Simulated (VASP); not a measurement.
# TiCo (Pm-3m) in VASP: settings compared

Aim: see how the results for TiCo move with the level of theory and the settings. Levels: PW91, r2SCAN+U, PBE+U, revPBE+U. Tasks: band structure, single point, relaxation of the atoms, optical spectrum.

Program: VASP 6.6.1. These are calculated values, not measurements. Logs are shortened: lines on timing, memory, paths and dates and some standing lists are left out, and cuts for length are marked.

## (1) Starting point

Symmetry: Pm-3m, No. 221, cubic system. The conventional cell has a = 2.986 Å, b = 2.986 Å, c = 2.986 Å, α = 90.00°, β = 90.00°, γ = 90.00°. Co (site symmetry m-3m) is surrounded by 8 Ti at 2.59 Å. Ti (site symmetry m-3m) is surrounded by 8 Co at 2.59 Å.

The cell comes from a database or a generator and needn't be the stable form of this composition.

## (2) Band structure, PW91, collinear spin, ferromagnetic start

Contents of TiCo.cif:

```cif
data_TiCo
_cell_length_a 2.98611099
_cell_length_b 2.98611099
_cell_length_c 2.98611099
_cell_angle_alpha 90.00000000
_cell_angle_beta 90.00000000
_cell_angle_gamma 90.00000000
_space_group_name_H-M_alt 'Pm-3m'
_space_group_name_Hall '-P 4 2 3'
_space_group_IT_number 221
loop_
_space_group_symop_operation_xyz
'x,y,z'
'-x,-y,-z'
'-y,x,z'
'y,-x,-z'
'-x,-y,z'
'x,y,-z'
'y,-x,z'
'-y,x,-z'
'x,-y,-z'
'-x,y,z'
'-y,-x,-z'
'y,x,z'
'-x,y,-z'
'x,-y,z'
'y,x,-z'
'-y,-x,z'
'z,x,y'
'-z,-x,-y'
'z,-y,x'
'-z,y,-x'
'z,-x,-y'
'-z,x,y'
'z,y,-x'
'-z,-y,x'
'-z,x,-y'
'z,-x,y'
'-z,-y,-x'
'z,y,x'
'-z,-x,y'
'z,x,-y'
'-z,y,x'
'z,-y,-x'
'y,z,x'
'-y,-z,-x'
'x,z,-y'
'-x,-z,y'
'-y,z,-x'
'y,-z,x'
'-x,z,y'
'x,-z,-y'
'-y,-z,x'
'y,z,-x'
'-x,-z,-y'
'x,z,y'
'y,-z,-x'
'-y,z,x'
'x,-z,y'
'-x,z,-y'
loop_
_atom_site_label
_atom_site_type_symbol
_atom_site_symmetry_multiplicity
_atom_site_Wyckoff_symbol
_atom_site_fract_x
_atom_site_fract_y
_atom_site_fract_z
_atom_site_occupancy
Co1 Co 1 b 0.5000000000 0.5000000000 0.5000000000 1
Ti1 Ti 1 a 0.0000000000 0.0000000000 0.0000000000 1
```

Contents of POSCAR:

```
Co Ti
 1.0000000000000000
     2.9861109899999998    0.0000000000000000    0.0000000000000000
     0.0000000000000000    2.9861109899999998    0.0000000000000000
     0.0000000000000000    0.0000000000000000    2.9861109899999998
 Co  Ti 
   1   1
Cartesian
  1.4930554949999999  1.4930554949999999  1.4930554949999999
  0.0000000000000000  0.0000000000000000  0.0000000000000000
```

Contents of INCAR.step1:

```
PREC = Accurate ; ENCUT = 550
EDIFF = 1E-6 ; ISMEAR = -1
SIGMA = 0.02 ; LREAL = False
LASPH = True ; NELM = 100
ALGO = Fast ; ISIF = 2
LWAVE = False ; LCHARG = True
ISPIN = 2 ; MAGMOM = 2 1
LORBIT = 11 ; LMAXMIX = 4
GGA = 91
```

Contents of KPOINTS.step1:

```
Automatic mesh
0
Gamma
  9 9 9
```

Contents of INCAR.step2:

```
PREC = Accurate ; ENCUT = 550
EDIFF = 1E-6 ; ISMEAR = 0
SIGMA = 0.05 ; LREAL = False
LASPH = True ; NELM = 100
ALGO = Fast ; ISIF = 2
LWAVE = False ; LCHARG = False
ISPIN = 2 ; MAGMOM = 2 1
LORBIT = 11 ; LMAXMIX = 4
GGA = 91 ; ICHARG = 11
```

Contents of KPOINTS.step2:

```
path GXMGRX,MR
20
line-mode
reciprocal
 0.0000000000  0.0000000000  0.0000000000  G
 0.0000000000  0.5000000000  0.0000000000  X

 0.0000000000  0.5000000000  0.0000000000  X
 0.5000000000  0.5000000000  0.0000000000  M

 0.5000000000  0.5000000000  0.0000000000  M
 0.0000000000  0.0000000000  0.0000000000  G

 0.0000000000  0.0000000000  0.0000000000  G
 0.5000000000  0.5000000000  0.5000000000  R

 0.5000000000  0.5000000000  0.5000000000  R
 0.0000000000  0.5000000000  0.0000000000  X

 0.5000000000  0.5000000000  0.0000000000  M
 0.5000000000  0.5000000000  0.5000000000  R
```

Potentials or basis: VASP PAW PBE potentials, release 64 (Co_GW, Ti_sv_GW).

On the command line:

```sh
ase convert -i cif -o vasp TiCo.cif POSCAR
cat potpaw_PBE.64/Co_GW/POTCAR potpaw_PBE.64/Ti_sv_GW/POTCAR > POTCAR
cp INCAR.step1 INCAR
cp KPOINTS.step1 KPOINTS
mpirun -np 1 vasp_std > vasp.out
cp INCAR.step2 INCAR
cp KPOINTS.step2 KPOINTS
mpirun -np 1 vasp_std > vasp.out
```

OUTCAR:

```text
PREC = Accurate
   ENCUT = 550
   EDIFF = 1E-6
   ISMEAR = 0
   LREAL = False
   LASPH = True
   NELM = 100
   ISIF = 2
   ISPIN = 2
   LORBIT = 11
   GGA = 91
   ICHARG = 11

 ion  position               nearest neighbor table
   1  0.500  0.500  0.500-   2 2.59   2 2.59   2 2.59   2 2.59   2 2.59   2 2.59   2 2.59   2 2.59

   2  0.000  0.000  0.000-   1 2.59   1 2.59   1 2.59   1 2.59   1 2.59   1 2.59   1 2.59   1 2.59

  LATTYP: Found a simple cubic cell.
 ALAT       =     2.9861109900

  Lattice vectors:

 A1 = (   2.9861109900,   0.0000000000,   0.0000000000)
 A2 = (   0.0000000000,   2.9861109900,   0.0000000000)
 A3 = (   0.0000000000,   0.0000000000,   2.9861109900)

Analysis of symmetry for initial positions (statically):
=====================================================================
 Subroutine PRICEL returns:
 Original cell was already a primitive cell.

 Routine SETGRP: Setting up the symmetry group for a
 simple cubic supercell.

 Subroutine GETGRP returns: Found 48 space group operations
 (whereof 48 operations were pure point group operations)
 out of a pool of 48 trial point group operations.

The static configuration has the point symmetry O_h .

Analysis of symmetry for dynamics (positions and initial velocities):
=====================================================================
 Subroutine PRICEL returns:
 Original cell was already a primitive cell.

 Routine SETGRP: Setting up the symmetry group for a
 simple cubic supercell.

 Subroutine GETGRP returns: Found 48 space group operations
 (whereof 48 operations were pure point group operations)
 out of a pool of 48 trial point group operations.

The dynamic configuration has the point symmetry O_h .

Analysis of structural, dynamic, and magnetic symmetry:
=====================================================================
 Subroutine PRICEL returns:
 Original cell was already a primitive cell.

 Routine SETGRP: Setting up the symmetry group for a
 simple cubic supercell.

 Subroutine GETGRP returns: Found 48 space group operations
 (whereof 48 operations were pure point group operations)
 out of a pool of 48 trial point group operations.

The overall configuration has the point symmetry O_h .

 Subroutine INISYM returns: Found 48 space group operations
 (whereof 48 operations are pure point group operations),
 and found     1 'primitive' translations

----------------------------------------------------------------------------------------

                                     Primitive cell

  volume of cell :      26.6267

  direct lattice vectors                    reciprocal lattice vectors
     2.986110990  0.000000000  0.000000000     0.334883735  0.000000000  0.000000000
     0.000000000  2.986110990  0.000000000     0.000000000  0.334883735  0.000000000
     0.000000000  0.000000000  2.986110990     0.000000000  0.000000000  0.334883735

  length of vectors
     2.986110990  2.986110990  2.986110990     0.334883735  0.334883735  0.334883735

  position of ions in fractional coordinates (direct lattice)
     0.500000000  0.500000000  0.500000000
     0.000000000  0.000000000  0.000000000

  ion indices of the primitive-cell ions
   primitive index   ion index
                 1           1
                 2           2

----------------------------------------------------------------------------------------

 KPOINTS: path GXMGRX,MR

Interpolating k-points between supplied coordinates.

 Line segments in fractional coordinates (reciprocal lattice):
    0.000000  0.000000  0.000000  ...  0.000000  0.500000  0.000000
    0.000000  0.500000  0.000000  ...  0.500000  0.500000  0.000000
    0.500000  0.500000  0.000000  ...  0.000000  0.000000  0.000000
    0.000000  0.000000  0.000000  ...  0.500000  0.500000  0.500000
    0.500000  0.500000  0.500000  ...  0.000000  0.500000  0.000000
    0.500000  0.500000  0.000000  ...  0.500000  0.500000  0.500000

 Generated    20 points on each line segment, for a total of    120 k-points:

 Following reciprocal coordinates:
            Coordinates               Weight
  0.000000  0.000000  0.000000      0.008333
  0.000000  0.026316  0.000000      0.008333
  0.000000  0.052632  0.000000      0.008333
  0.000000  0.078947  0.000000      0.008333
  0.000000  0.105263  0.000000      0.008333
  0.000000  0.131579  0.000000      0.008333
[... 16 lines left out ...]
  0.052632  0.500000  0.000000      0.008333
  0.078947  0.500000  0.000000      0.008333
 [... further k-points ...]
   k-points           NKPTS =    120   k-points in BZ     NKDIM =    120   number of bands    NBANDS=     16
   number of dos      NEDOS =    301   number of ions     NIONS =      2
   total plane-waves  NPLWV =  13824
   dimension x,y,z NGX =    24 NGY =   24 NGZ =   24
   dimension x,y,z NGXF=    48 NGYF=   48 NGZF=   48
   ions per type =               1   1
   NGX,Y,Z   is equivalent  to a cutoff of  13.36, 13.36, 13.36 a.u.
   NGXF,Y,Z  is equivalent  to a cutoff of  26.72, 26.72, 26.72 a.u.
 SYSTEM =  unknown system
   PREC   = accura    normal or accurate (medium, high low for compatibility)
   ISTART =      0    job   : 0-new  1-cont  2-samecut
   ICHARG =     11    charge: 1-file 2-atom 10-const
   ISPIN  =      2    spin polarized calculation?
   LNONCOLLINEAR =      F non collinear calculations
   LSORBIT =      F    spin-orbit coupling
   LASPH  =      T    aspherical Exc in radial PAW
   ENCUT  =  550.0 eV  40.42 Ry    6.36 a.u.   5.71  5.71  5.71*2*pi/ulx,y,z
   NELM   =    100;   NELMIN=  2; NELMDL=  0     # of ELM steps
   EDIFF  = 0.1E-05   stopping-criterion for ELM
   LREAL  =      F    real-space projection
   EDIFFG = 0.1E-04   stopping-criterion for IOM
   NSW    =      0    number of steps for IOM
   IBRION =     -1    ionic relax: 0-MD 1-quasi-New 2-CG
   NFREE  =      0    steps in history (QN), initial steepest desc. (CG)
   ISIF   =      2    stress and relaxation
   ISYM   =      2    0-nonsym 1-usesym 2-fastsym
   POTIM  = 0.5000    time-step for ionic-motion
   TEBEG  =    0.0;   TEEND  =   0.0 temperature during run
   PSTRESS=    0.0 pullay stress
   NELECT =      21.0000    total number of electrons
   NUPDOWN=      -1.0000    fix difference up-down
   EMIN   =  10.00;   EMAX   =-10.00  energy-range for DOS
   EFERMI =   0.00;   METHOD = LEGACY
   ISMEAR =     0;   SIGMA  =   0.05  broadening in eV -4-tet -1-fermi 0-gaus
   EFERMI_NEDOS =   21; number of points for ismear=-14 and -15
   IALGO  =     68    algorithm
   IMIX   =      4    mixing-type and parameters
     AMIX     =   0.40;   BMIX     =  1.00
     AMIX_MAG =   1.60;   BMIX_MAG =  1.00
  volume/ion in A,a.u.               =      13.31        89.84
  Fermi-wavevector in a.u.,A,eV,Ry     =   1.512546  2.858298 31.127355  2.287796
  Thomas-Fermi vector in A             =   2.622456
   LORBIT       =     11    0 simple, 1 ext, 2 COOP (PROOUT), +10 PAW based schemes
   GGA     = 91    functional components
   LHFCALC =     F    Hartree Fock is set to
   AEXX    =    0.0000 exact exchange contribution
   IVDW    =     0    specifies the selected vdW correction
   LEPSILON=     F    determine dielectric tensor
   LRPA    =     F    only Hartree local field effects (RPA)
 spin polarized calculation
 RMM-DIIS sequential band-by-band and
 Gauss-broadening in eV      SIGMA  =   0.05
  energy-cutoff  :      550.00
  volume of cell :       26.63
 maximum number of plane-waves:       804
 NGX is ok and might be reduce to    24

 number of electron      20.9999992 magnetization       0.6646941

 Free energy of the ion-electron system (eV)
  ---------------------------------------------------
  ext. energy  EPLUGINS =         0.00000000
  ---------------------------------------------------
  free energy    TOTEN  =       -18.17432385 eV

  energy without entropy =      -18.16960114  energy(sigma->0) =      -18.17196250

 E-fermi :   7.7072     XC(G=0): -12.6669

 val. band max:        7.7068009269   @ k =   0.5000   0.5000   0.2895
 cond. band min:       7.7087416320   @ k =   0.1579   0.5000   0.0000
 fundamental gap:      0.0019407051
 Fermi energy:         7.7072202464

 spin component 1

 k-point     1 :       0.0000    0.0000    0.0000
  band No.  band energies     occupation
      1     -49.1164      1.00000
      2     -25.3359      1.00000
      3     -25.3359      1.00000
      4     -25.3359      1.00000
      5       0.2281      1.00000
      6       3.8347      1.00000
[... 8 lines left out ...]
     15      10.5110      0.00000
     16      16.7754      0.00000
[... 419 lines left out ...]
 k-point    24 :       0.0789    0.5000    0.0000
  band No.  band energies     occupation
      1     -49.0826      1.00000
      2     -25.6343      1.00000
      3     -25.3312      1.00000
      4     -25.3129      1.00000
      5       3.6970      1.00000
      6       4.2014      1.00000
[... 8 lines left out ...]
     15      10.0711      0.00000
     16      11.7073      0.00000

 [... further k-points ...]

 spin component 2

 k-point     1 :       0.0000    0.0000    0.0000
  band No.  band energies     occupation
      1     -49.1199      1.00000
      2     -25.3397      1.00000
      3     -25.3397      1.00000
      4     -25.3397      1.00000
      5       0.2314      1.00000
      6       4.2880      1.00000
[... 8 lines left out ...]
     15      10.5937      0.00000
     16      16.8242      0.00000
[... 419 lines left out ...]
 k-point    24 :       0.0789    0.5000    0.0000
  band No.  band energies     occupation
      1     -49.0859      1.00000
      2     -25.6403      1.00000
      3     -25.3350      1.00000
      4     -25.3166      1.00000
      5       3.9192      1.00000
      6       4.1754      1.00000
[... 8 lines left out ...]
     15      10.0961      0.00000
     16      11.6800      0.00000

 [... further k-points ...]

------------------------ aborting loop because EDIFF is reached ----------------------------------------

  FORCE on cell =-STRESS in cart. coord.  units (eV):
  Direction    XX          YY          ZZ          XY          YZ          ZX
  --------------------------------------------------------------------------------------
  -------------------------------------------------------------------------------------
  Total        6.1862368      6.1862368      6.1862368     -0.0000000     -0.0000000     -0.0000000
  in kB      372.2367836    372.2367836    372.2367836     -0.0000000     -0.0000000     -0.0000000
  external PRESSURE =     372.2367836 kB  Pullay stress =       0.0000000 kB

 VOLUME and BASIS-vectors are now :
 -----------------------------------------------------------------------------
  energy-cutoff  :      550.00
  volume of cell :       26.63
      direct lattice vectors                 reciprocal lattice vectors
     2.986110990  0.000000000  0.000000000     0.334883735  0.000000000  0.000000000
     0.000000000  2.986110990  0.000000000     0.000000000  0.334883735  0.000000000
     0.000000000  0.000000000  2.986110990     0.000000000  0.000000000  0.334883735

 POSITION                                       TOTAL-FORCE (eV/Angst)
 -----------------------------------------------------------------------------------
      1.49306      1.49306      1.49306         0.000000      0.000000      0.000000
      0.00000      0.00000      0.00000         0.000000      0.000000      0.000000
 -----------------------------------------------------------------------------------
    total drift:                                0.000000      0.000000     -0.000000

  FREE ENERGIE OF THE ION-ELECTRON SYSTEM (eV)
  ---------------------------------------------------
  free  energy   TOTEN  =       -18.1743238522 eV

  energy  without entropy=      -18.1696011441  energy(sigma->0) =      -18.17196250

 total charge

# of ion       s       p       d       f       tot
--------------------------------------------------
    1        0.475   0.420   7.353   0.005   8.253
    2        2.236   5.991   1.743   0.006   9.975
--------------------------------------------------
tot          2.711   6.411   9.096   0.010  18.228

 magnetization (x)

# of ion       s       p       d       f       tot
--------------------------------------------------
    1        0.033  -0.003   0.834  -0.000   0.863
    2       -0.003  -0.004  -0.025  -0.000  -0.033
--------------------------------------------------
tot          0.030  -0.008   0.809  -0.000   0.831
```

It took 2.5 min on 1 thread of Intel Xeon 6975P-C (Granite Rapids), shared host; peak memory 0.24 GiB.

Results:

```
Band gap along the path : none (metal or under the smearing width)
Net moment              : 0.66 μB per cell
```

Levels at the corners of the path, in eV from the Fermi level:
Spin up:
```csv
point,band 7,band 8,band 9,band 10,band 11,band 12,band 13,band 14,band 15,band 16
Γ,-4.07,-1.81,-1.81,-1.81,0.51,0.51,2.61,2.61,2.61,8.87
X,-2.89,-1.91,-1.91,-1.44,-0.78,-0.43,0.59,0.59,2.15,3.81
X,-2.89,-1.91,-1.91,-1.44,-0.78,-0.43,0.59,0.59,2.15,3.81
M,-2.69,-2.69,-1.26,-0.64,0.63,0.63,1.07,2.41,2.41,3.02
M,-2.69,-2.69,-1.26,-0.64,0.63,0.63,1.07,2.41,2.41,3.02
Γ,-4.07,-1.81,-1.81,-1.81,0.51,0.51,2.61,2.61,2.61,8.87
Γ,-4.07,-1.81,-1.81,-1.81,0.51,0.51,2.61,2.61,2.61,8.87
R,-2.73,-2.14,-2.14,-2.14,-1.23,-1.23,3.10,3.10,6.89,8.32
R,-2.73,-2.14,-2.14,-2.14,-1.23,-1.23,3.10,3.10,6.89,8.32
X,-2.89,-1.91,-1.91,-1.44,-0.78,-0.43,0.59,0.59,2.15,3.81
M,-2.69,-2.69,-1.26,-0.64,0.63,0.63,1.07,2.41,2.41,3.02
R,-2.73,-2.14,-2.14,-2.14,-1.23,-1.23,3.10,3.10,6.89,8.32
```
Spin down:
```csv
point,band 6,band 7,band 8,band 9,band 10,band 11,band 12,band 13,band 14,band 15
Γ,-3.62,-3.62,-1.38,-1.38,-1.38,0.90,0.90,2.69,2.69,2.69
X,-3.79,-2.05,-1.45,-1.45,-0.94,-0.85,0.41,0.60,0.60,2.16
X,-3.79,-2.05,-1.45,-1.45,-0.94,-0.85,0.41,0.60,0.60,2.16
M,-3.72,-2.35,-2.35,-0.22,0.12,0.61,0.61,1.21,2.56,2.56
M,-3.72,-2.35,-2.35,-0.22,0.12,0.61,0.61,1.21,2.56,2.56
Γ,-3.62,-3.62,-1.38,-1.38,-1.38,0.90,0.90,2.69,2.69,2.69
Γ,-3.62,-3.62,-1.38,-1.38,-1.38,0.90,0.90,2.69,2.69,2.69
R,-2.36,-2.36,-2.13,-2.13,-2.13,-0.19,-0.19,3.06,3.06,7.11
R,-2.36,-2.36,-2.13,-2.13,-2.13,-0.19,-0.19,3.06,3.06,7.11
X,-3.79,-2.05,-1.45,-1.45,-0.94,-0.85,0.41,0.60,0.60,2.16
M,-3.72,-2.35,-2.35,-0.22,0.12,0.61,0.61,1.21,2.56,2.56
R,-2.36,-2.36,-2.13,-2.13,-2.13,-0.19,-0.19,3.06,3.06,7.11
```

Caveat: the log is that of the step along the path at fixed density, whose energy, stress, charges and moments have no meaning; the PAW data sets were made with another functional, which shifts forces and pressure a little.

(Continued in part 2 of 2.)
